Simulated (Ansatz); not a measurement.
# SiNi3 (Pm-3m) in Ansatz: further runs

One crystal, SiNi3, is run at these levels: PBE; tasks: single point, equation of state.

Everything below comes from runs of Ansatz 0.2.0. Logs are shortened: lines on timing, memory, paths and dates and some standing lists are left out, and cuts for length are marked.

## 1. The structure

The structure is cubic, space group Pm-3m (No. 221). Conventional cell: a = 3.542 Å, b = 3.542 Å, c = 3.542 Å, α = 90.00°, β = 90.00°, γ = 90.00°. Around Ni (site symmetry 4/mmm) lie 8 Ni at 2.50 Å and 4 Si at 2.50 Å. Si (site symmetry m-3m) has 12 Ni at 2.50 Å as nearest neighbours.

## 2. Single point, PBE, collinear spin, ferromagnetic start, 10.44 Å³/atom (volume scaled by 0.94)

The input, input.yaml:

```yaml
crystal:
  lattice:
    - [3.4696939971, 0.0, 0.0]
    - [0.0, 3.4696939971, 0.0]
    - [0.0, 0.0, 3.4696939971]
  atoms:
    - { symbol: Ni, position: [0.5, 0.5, 0.0], spin: 1.0 }
    - { symbol: Ni, position: [0.5, 0.0, 0.5], spin: 1.0 }
    - { symbol: Ni, position: [0.0, 0.5, 0.5], spin: 1.0 }
    - { symbol: Si, position: [0.0, 0.0, 0.0] }
hamiltonian:
  xc: pbe
  pseudopotentials: { kind: paw }
magnetization:
  spin_polarized: true
kpoints:
  mp_grid: { grid: [8, 8, 8] }
scf:
  occupations: { method: fermi_dirac, width: 0.05 }
output:
  forces: true
  stress: true
  eigenvalues: true
```

Potentials or basis: Ansatz PAW.

Command:

```
$ ansatz run input.yaml --threads 2 --pin off --max-ram 5632MiB --backend cpu --events-out ev --progress --plain --runs-dir out
```

The program printed:

```text
Warning: RAYON_NUM_THREADS=2 ignored (pool sized by the plan → 2); use --threads N
Engine: ansatz 0.2.0, aarch64-unknown-linux-gnu
Pseudopotentials: kind: paw
Pseudopotential: Ni, paw, valence charge 18, recommended cutoff 420 eV (normal), Ni.paw.azcp
Pseudopotential: Si, paw, valence charge 4, recommended cutoff 420 eV (normal), Si.paw.azcp
Functional definition: PBE
  parameter kappa = 0.804
  parameter beta = 0.06672455060314922
  exchange = pbe_x(kappa = kappa, mu = beta*pi^2/3)
  correlation = pbe_c(beta = beta)
Crystal: 4 atoms, lattice volume = 41.771 Å³
Basis set: ecut = 420 eV, 799 PW (Γ), exchange–correlation on 48×48×48 points (8 copies of the dense FFT grid, shifted against one another)
Bands: 37, of which v1, the nominal top of the filled ones, is band 29 counted from 1 (28 counted from 0)
Symmetry: 48 space group operations
Space group: Pm-3m (ITA 221), of the structure as read, at distance tolerance 3.5e-5 Å
Magnetic group: BNS 221.92 (UNI 1594), of the structure as read, at distance tolerance 3.5e-5 Å
k-points: 35 of 512
Non-local potential: Ni, projectors of the file, l = 0: 3, l = 1: 2, l = 2: 3, l = 3: 1
Non-local potential: Si, projectors of the file, l = 0: 2, l = 1: 2, l = 2: 2
PAW form: soft (Blöchl's): semilocal exchange-correlation on the pseudo side does not see the compensation charge
PAW one-centre angular grid: Ni, 590 points (default); XC on 64 Gauss nodes
PAW one-centre angular grid: Si, 110 points (default); XC on 64 Gauss nodes
Initial density: superposition of atomic densities (chi_scale 0.1, normalization cell)
Starting moments: Σ|m| = 3 μB on 3 of 4 sites
Initial wavefunctions: pseudopotential atomic-orbital guess
Functional: x = pbe(κ = 0.804, μ = 0.2195149727645171), c = pbe(β = 0.06672455060314922)
SCF iter   1: F=—  HF=-18153.327607 eV  |F-HF|=—  |Δ(HF+E_count)|=         —  Δρ=1.38e-1 (↑1.38e-1 ↓6.63e-2)  dr2=1.86e0  dr2_m=3.75e0  M=0.459 μB ∫|m|=0.659 μB  β_m=0.30  ethr=3.10e-3  ⟨swp⟩=5.5  Hψ=9158  notcnv=0  defer=5
Mixer restart at iter 1: flushing history
preconditioner: auto → Kerker (q_TF=auto, 2.882 Å⁻¹)  [metal: Δε(μ)=0.007 eV  Ē_g=8.501 eV  σ=0.050 eV  W_gap=0.03  n_scr=18 (ndim 8)  ℏωp=33.5 eV  f_vac=0.000  D(μ)=3.38/eV (n_scr^D=32)]
spin=Collinear: Kerker preconditioning applied to the charge; magnetization (m = ρ↑ − ρ↓) channel mixes plain (no charge-response kernel on spin).
SCF iter   2: F=—  HF=-18153.167659 eV  |F-HF|=—  |Δ(HF+E_count)|=   1.60e-1  Δρ=9.38e-2 (↑6.98e-2 ↓9.38e-2)  dr2=4.33e-1  dr2_m=2.48e0  M=0.251 μB ∫|m|=0.423 μB  β_m=0.54  ethr=3.10e-3  ⟨swp⟩=2.5  Hψ=4471  notcnv=0  defer=120
SCF iter   3: F=—  HF=-18155.527838 eV  |F-HF|=—  |Δ(HF+E_count)|=    2.36e0  Δρ=5.67e-2 (↑3.02e-2 ↓5.67e-2)  dr2=4.99e-1  dr2_m=6.90e-1  M=0.169 μB ∫|m|=0.294 μB  β_m=0.77  ethr=7.47e-4  ⟨swp⟩=2.9  Hψ=4298  notcnv=0  defer=121
SCF iter   4: F=—  HF=-18156.947058 eV  |F-HF|=—  |Δ(HF+E_count)|=    1.42e0  Δρ=3.27e-2 (↑1.98e-2 ↓3.27e-2)  dr2=9.15e-1  dr2_m=1.71e-2  M=0.042 μB ∫|m|=0.092 μB  β_m=0.79  ethr=7.47e-4  ⟨swp⟩=2.9  Hψ=3914  notcnv=0  defer=129
SCF iter   5: F=—  HF=-18156.772268 eV  |F-HF|=—  |Δ(HF+E_count)|=   1.75e-1  Δρ=1.01e-2 (↑1.01e-2 ↓2.68e-3)  dr2=2.74e-2  dr2_m=6.87e-3  M=0.032 μB ∫|m|=0.058 μB  β_m=0.90  ethr=7.47e-4  ⟨swp⟩=3.0  Hψ=4481  notcnv=0  defer=127
SCF iter   6: F=—  HF=-18156.777280 eV  |F-HF|=—  |Δ(HF+E_count)|=   5.01e-3  Δρ=5.06e-3 (↑2.75e-3 ↓5.06e-3)  dr2=1.63e-2  dr2_m=6.11e-4  M=-0.006 μB ∫|m|=0.007 μB  β_m=0.95  ethr=4.73e-5  ⟨swp⟩=2.3  Hψ=4031  notcnv=0  defer=127
SCF iter   7: F=—  HF=-18156.778580 eV  |F-HF|=—  |Δ(HF+E_count)|=   1.30e-3  Δρ=4.40e-4 (↑4.40e-4 ↓1.57e-4)  dr2=1.14e-4  dr2_m=1.21e-5  M=-0.001 μB ∫|m|=0.002 μB  β_m=0.97  ethr=2.81e-5  ⟨swp⟩=2.0  Hψ=3926  notcnv=0  defer=127
SCF iter   8: F=—  HF=-18156.778564 eV  |F-HF|=—  |Δ(HF+E_count)|=   1.60e-5  Δρ=4.54e-5 (↑4.54e-5 ↓4.19e-5)  dr2=2.28e-6  dr2_m=3.34e-7  M=-0.000 μB ∫|m|=0.001 μB  β_m=0.99  ethr=1.96e-7  ⟨swp⟩=2.2  Hψ=3822  notcnv=0  defer=127
SCF iter   9: F=—  HF=-18156.778555 eV  |F-HF|=—  |Δ(HF+E_count)|=   8.97e-6  Δρ=1.64e-5 (↑8.50e-6 ↓1.64e-5)  dr2=1.62e-7  dr2_m=1.64e-8  M=-0.000 μB ∫|m|=0.000 μB  β_m=0.99  ethr=3.92e-9  ⟨swp⟩=2.0  Hψ=3959  notcnv=0  defer=127
SCF iter  10: F=—  HF=-18156.778555 eV  |F-HF|=—  |Δ(HF+E_count)|=   3.45e-8  Δρ=9.60e-6 (↑9.60e-6 ↓6.76e-6)  dr2=8.04e-8  dr2_m=8.62e-10  M=-0.000 μB ∫|m|=0.000 μB  β_m=1.00  ethr=2.79e-10  ⟨swp⟩=2.0  Hψ=3962  notcnv=0  defer=127
SCF iter  11: F=—  HF=-18156.778555 eV  |F-HF|=—  |Δ(HF+E_count)|=   5.81e-9  Δρ=5.52e-6 (↑5.52e-6 ↓4.39e-6)  dr2=2.86e-8  dr2_m=1.30e-10  M=-0.000 μB ∫|m|=0.000 μB  β_m=1.00  ethr=1.39e-10  ⟨swp⟩=1.0  Hψ=2591  notcnv=0  defer=127
SCF iter  12: F=-18156.778555 eV  HF=-18156.778555 eV  |F-HF|=7.28e-12  |Δ(HF+E_count)|=   4.34e-9  Δρ=1.89e-7 (↑1.38e-7 ↓1.89e-7)  dr2=2.06e-11  dr2_m=9.79e-13  M=-0.000 μB ∫|m|=0.000 μB  ethr=4.93e-11  ⟨swp⟩=7.5  Hψ=10041  notcnv=0
SCF 1 converged in 12 iterations: F = -18156.778555 eV  dr2 = 2.06e-11
WARN: the starting moments were not kept: the SCF closed with an absolute magnetisation of 2.2e-6 μB, where they sum to 3 μB in size (3 sites). That is at most 0.1 of that sum. Measured as dr2_m measures the in/out step, that magnetisation stands 3.7e-12 eV from none, at or under the dr2_threshold of 1.0e-7 eV: it is no larger than a step whose dr2_m would equal this threshold. The system may hold no moment; this SCF shows only that its start led to no more than that. To try another start: raise the starting moments (crystal.atoms[].spin, magnetization.per_species, magnetization.initial_magnetization, or on a non-collinear deck that types none of these the spinor_matrix: blocks that start its atoms; where the total moment is fixed, keep their sum and leave initial_magnetization as it is; typed ones take the place of any that the run laid by itself, positive ones on a crystal's lanthanoids without a Hubbard term where scf.initial_density.shell_occupations: [] is typed) or, if the notice of its spin-set hold's release reads "site moments contracting" or "site moments show no strong build", lengthen the hold (scf.mixing.spin_hold: { on: { confirm: 4 } }; for m-r²SCAN on two components see the key's manual first). Each may lead to a state that holds a moment. A second SCF, from the converged charge density, with the starting moments and any scf.initial_density.shell_occupations laid on it anew, would have followed, and was not run: the deck does not ask for one (magnetization.retry_lost_moments is false, the default). To let it run, set magnetization.retry_lost_moments: true and run the deck again, where that key's refused combinations let it; where memory then withholds it, that run's warning says so.
SCF converged after 12 iterations
Magnetization: -0.0000 μB (29.0000 up, 29.0000 down)
Absolute magnetization: 0.0000 μB (∫|ρ↑−ρ↓|, with the PAW one-centre terms)
Spin contamination: 0.0000 ħ² per cell (⟨S²⟩ above its minimum at these occupations)
Per-site moments (μB) at R_I (Å): [(-5.838246367408677e-7, 1.0120457135215628), (-5.838246368995321e-7, 1.0120457135215628), (-5.838246370163771e-7, 1.0120457135215628), (8.073983917358604e-8, 1.0120457135215628)]
Free energy (F): -18156.778555 eV
Harris-Foulkes:  -18156.778555 eV  (|F-HF|=7.28e-12)
Internal energy: -18156.760648 eV  (E = F + TS)
E sigma→0 (E₀):  -18156.769602 eV
Entropy (-TS):   -0.017908 eV (-4.477 meV/atom)
Fermi energy:    18.203660 eV
--- Per-component energies (eV) ---
  E_band       = -809.942154
  E_kinetic    = 898.720874
  E_local      = -11482.433918  (includes V_loc(G=0)·N_el)
  E_nonlocal   = 1930.980979
  E_hartree    = 4902.396328
  E_xc         = -314.547079
  E_vxc        = -381.597931  (∫ρ·V_xc dr)
  E_paw        = -5402.937412  (= ΣΔE_a)
  E_vpaw       = -1580.406629  (= ΣTr[D̂ρ^β])
  E_aug_tail   = 0.001450  (compensation charges beyond the density's cutoff)
  E_ewald      = -8688.941870
  E_smearing   = -0.017908  (= −TS)
  E_closure    = -0.000000  (closes the sum)
  Σ components = -18156.778555   (vs F -18156.778555, Δ=0.00e0)
--- Forces (eV/Å), atoms counted from 1 ---
  atom   1  Ni     0.00000000    -0.00000000     0.00000000
  atom   2  Ni    -0.00000000    -0.00000000    -0.00000000
  atom   3  Ni     0.00000000     0.00000000    -0.00000000
  atom   4  Si    -0.00000000     0.00000000     0.00000000
  max |Σ_I F_I| component: 7.81e-29 eV/Å
--- Stress (GPa, compression-positive) ---
        7.266194      -0.000000       0.000000
        0.000000       7.266194       0.000000
        0.000000       0.000000       7.266194
  P = ⅓ Tr σ = 7.2662 GPa (72.662 kbar)
--- Band table (eV; the first three rows and the last of 70) ---
  k-point 0 ↑: bands = ["-85.0568", "-85.0156", "-85.0156", "-45.5360", "-45.5360", "-45.5360", "-45.4703", "-45.4703", "-45.4703", "-45.2998", "-45.2998", "-45.2998", "5.9607", "13.0657", "13.9209", "13.9209", "14.4670", "14.4670", "14.4670", "16.5744", "16.5744", "16.5744", "17.2230", "17.2230", "17.2230", "17.5472", "17.5472", "17.9010", "18.2409", "18.2409", "18.2409", "23.2926", "24.6444", "24.6444", "28.9425", "28.9425", "28.9425"]
  k-point 1 ↑: bands = ["-85.0554", "-85.0169", "-85.0156", "-45.5327", "-45.5327", "-45.5315", "-45.4714", "-45.4714", "-45.4706", "-45.3050", "-45.3020", "-45.3020", "6.1484", "13.0825", "13.6716", "14.0553", "14.4518", "14.4518", "14.5224", "16.2493", "16.2493", "16.5130", "16.7415", "17.3611", "17.3611", "17.5337", "17.5499", "17.8215", "18.2411", "18.5963", "18.5963", "23.6055", "24.5979", "25.2748", "28.2943", "28.2943", "28.5298"]
  k-point 2 ↑: bands = ["-85.0515", "-85.0208", "-85.0155", "-45.5239", "-45.5239", "-45.5197", "-45.4747", "-45.4747", "-45.4713", "-45.3184", "-45.3076", "-45.3076", "6.6932", "12.3530", "13.6291", "14.3915", "14.3915", "14.4229", "14.6731", "15.9407", "15.9407", "16.2657", "16.3479", "17.2182", "17.2182", "17.3118", "17.5037", "17.6400", "18.2416", "19.6019", "19.6019", "23.7090", "24.4692", "26.4953", "26.5500", "26.5500", "28.5953"]
  k-point 34 ↓: bands = ["-85.0292", "-85.0292", "-85.0292", "-45.5610", "-45.5610", "-45.5610", "-45.4890", "-45.4100", "-45.4100", "-45.4100", "-45.2657", "-45.2657", "9.8463", "13.7170", "13.7170", "13.7170", "14.3018", "14.3018", "14.3018", "15.8794", "15.8794", "15.8794", "16.6731", "16.6731", "16.6731", "16.9017", "16.9017", "17.6451", "17.9919", "17.9919", "17.9919", "19.5539", "22.3252", "22.3252", "22.3252", "34.8963", "34.8963"]
```

Run time: 5.5 s. Hardware: 2 threads of Arm Neoverse V2, shared host; peak memory 0.41 GiB.

What came out:

- Free energy: -18156.7786 eV
- Pressure: 7.3 GPa
- Band gap on the k mesh: none (metal or under the smearing width)
- Net moment: 0.00 μB per cell
- Absolute moment: 0.00 μB per cell

Caveat: the starting moments weren't kept.

## 3. Single point, PBE, collinear spin, ferromagnetic start, 10.66 Å³/atom (volume scaled by 0.96)

Edit input.yaml of step 2 so:

```diff
@@ -2,5 +2,5 @@
   lattice:
-    - [3.4696939971, 0.0, 0.0]
-    - [0.0, 3.4696939971, 0.0]
-    - [0.0, 0.0, 3.4696939971]
+    - [3.4941292669, 0.0, 0.0]
+    - [0.0, 3.4941292669, 0.0]
+    - [0.0, 0.0, 3.4941292669]
   atoms:
```

Potentials or basis: Ansatz PAW.

Command:

```
$ ansatz run input.yaml --threads 2 --pin off --max-ram 5632MiB --backend cpu --events-out ev --progress --plain --runs-dir out
```

Run time: 5.8 s. Hardware: 2 threads of Arm Neoverse V2, shared host; peak memory 0.42 GiB.

Results (log left out):

| Property | Result |
| --- | --- |
| Free energy | -18156.8048 eV |
| Pressure | 2.3 GPa |
| Band gap on the k mesh | none (metal or under the smearing width) |
| Net moment | 0.00 μB per cell |
| Absolute moment | 0.00 μB per cell |

Caveat: the starting moments weren't kept.

## 4. Single point, PBE, collinear spin, ferromagnetic start, 10.89 Å³/atom (volume scaled by 0.98)

Edit input.yaml of step 3 so:

```diff
@@ -2,5 +2,5 @@
   lattice:
-    - [3.4941292669, 0.0, 0.0]
-    - [0.0, 3.4941292669, 0.0]
-    - [0.0, 0.0, 3.4941292669]
+    - [3.5182274716, 0.0, 0.0]
+    - [0.0, 3.5182274716, 0.0]
+    - [0.0, 0.0, 3.5182274716]
   atoms:
```

Command:

```
$ ansatz run input.yaml --threads 2 --pin off --max-ram 5632MiB --backend cpu --events-out ev --progress --plain --runs-dir out
```

Run time: 6.2 s. Hardware: 2 threads of Arm Neoverse V2, shared host; peak memory 0.41 GiB.

The run converged. Its results:

```
Free energy            : -18156.8051 eV
Pressure               : -2.1 GPa
Band gap on the k mesh : none (metal or under the smearing width)
Net moment             : 0.00 μB per cell
Absolute moment        : 0.00 μB per cell
```

Caveat: the starting moments weren't kept.

## 5. Single point, PBE, collinear spin, ferromagnetic start, 11.11 Å³/atom

Edit input.yaml of step 4 so:

```diff
@@ -2,5 +2,5 @@
   lattice:
-    - [3.5182274716, 0.0, 0.0]
-    - [0.0, 3.5182274716, 0.0]
-    - [0.0, 0.0, 3.5182274716]
+    - [3.542, 0.0, 0.0]
+    - [0.0, 3.542, 0.0]
+    - [0.0, 0.0, 3.542]
   atoms:
```

Command:

```
$ ansatz run input.yaml --threads 2 --pin off --max-ram 5632MiB --backend cpu --events-out ev --progress --plain --runs-dir out
```

Run time: 5.9 s. Hardware: 2 threads of Arm Neoverse V2, shared host; peak memory 0.41 GiB.

It converged, with:

* Free energy: -18156.7824 eV
* Pressure: -6.0 GPa
* Band gap on the k mesh: none (metal or under the smearing width)
* Net moment: 0.00 μB per cell
* Absolute moment: 0.00 μB per cell

Caveat: the starting moments weren't kept.

## 6. Single point, PBE, collinear spin, ferromagnetic start, 11.33 Å³/atom (volume scaled by 1.02)

Edit input.yaml of step 5 so:

```diff
@@ -2,5 +2,5 @@
   lattice:
-    - [3.542, 0.0, 0.0]
-    - [0.0, 3.542, 0.0]
-    - [0.0, 0.0, 3.542]
+    - [3.5654576373, 0.0, 0.0]
+    - [0.0, 3.5654576373, 0.0]
+    - [0.0, 0.0, 3.5654576373]
   atoms:
@@ -23 +23,5 @@
   eigenvalues: true
+  write_density: true
+  write_potential: true
+  elf: true
+  volumetric_format: npy
```

Potentials or basis: Ansatz PAW.

Command:

```
$ ansatz run input.yaml --threads 2 --pin off --max-ram 5632MiB --backend cpu --events-out ev --progress --plain --runs-dir out
```

Run time: 6.8 s. Hardware: 2 threads of Arm Neoverse V2, shared host; peak memory 0.41 GiB.

Results (log left out):

- Free energy: -18156.7392 eV
- Pressure: -9.5 GPa
- Band gap on the k mesh: none (metal or under the smearing width)
- Net moment: 0.00 μB per cell
- Absolute moment: 0.00 μB per cell

Caveat: the starting moments weren't kept.

## 7. Single point, PBE, collinear spin, ferromagnetic start, 11.55 Å³/atom (volume scaled by 1.04)

Edit input.yaml of step 6 so:

```diff
@@ -2,5 +2,5 @@
   lattice:
-    - [3.5654576373, 0.0, 0.0]
-    - [0.0, 3.5654576373, 0.0]
-    - [0.0, 0.0, 3.5654576373]
+    - [3.5886106083, 0.0, 0.0]
+    - [0.0, 3.5886106083, 0.0]
+    - [0.0, 0.0, 3.5886106083]
   atoms:
@@ -23,5 +23 @@
   eigenvalues: true
-  write_density: true
-  write_potential: true
-  elf: true
-  volumetric_format: npy
```

Command:

```
$ ansatz run input.yaml --threads 2 --pin off --max-ram 5632MiB --backend cpu --events-out ev --progress --plain --runs-dir out
```

Run time: 6 s. Hardware: 2 threads of Arm Neoverse V2, shared host; peak memory 0.41 GiB.

It converged, with:

* Free energy: -18156.6778 eV
* Pressure: -12.6 GPa
* Band gap on the k mesh: none (metal or under the smearing width)
* Net moment: 0.00 μB per cell
* Absolute moment: 0.00 μB per cell

Caveat: the starting moments weren't kept.

## 8. Single point, PBE, collinear spin, ferromagnetic start, 11.78 Å³/atom (volume scaled by 1.06)

Edit input.yaml of step 7 so:

```diff
@@ -2,5 +2,5 @@
   lattice:
-    - [3.5886106083, 0.0, 0.0]
-    - [0.0, 3.5886106083, 0.0]
-    - [0.0, 0.0, 3.5886106083]
+    - [3.611468617, 0.0, 0.0]
+    - [0.0, 3.611468617, 0.0]
+    - [0.0, 0.0, 3.611468617]
   atoms:
```

Command:

```
$ ansatz run input.yaml --threads 2 --pin off --max-ram 5632MiB --backend cpu --events-out ev --progress --plain --runs-dir out
```

Run time: 7 s. Hardware: 2 threads of Arm Neoverse V2, shared host; peak memory 0.42 GiB.

The run converged. Its results:

- Free energy: -18156.6004 eV
- Pressure: -15.3 GPa
- Band gap on the k mesh: none (metal or under the smearing width)
- Net moment: 0.00 μB per cell
- Absolute moment: 0.00 μB per cell

Caveat: the starting moments weren't kept.

## 9. Equation of state, PBE, collinear spin, ferromagnetic start

Potentials or basis: Ansatz PAW.

No new run: the results of the series are fitted here.

What came out:

| Item | Value |
| --- | --- |
| Equilibrium volume | 10.78 Å³/atom |
| Bulk modulus | 214 GPa |
| Pressure derivative of the bulk modulus | 4.8 |

Energy against volume, from the lowest point:
```tsv
volume (Å³/atom)	energy (meV/atom)
10.443	6.64
10.665	0.07
10.887	0.00
11.109	5.69
11.331	16.49
11.554	31.83
11.776	51.19
```
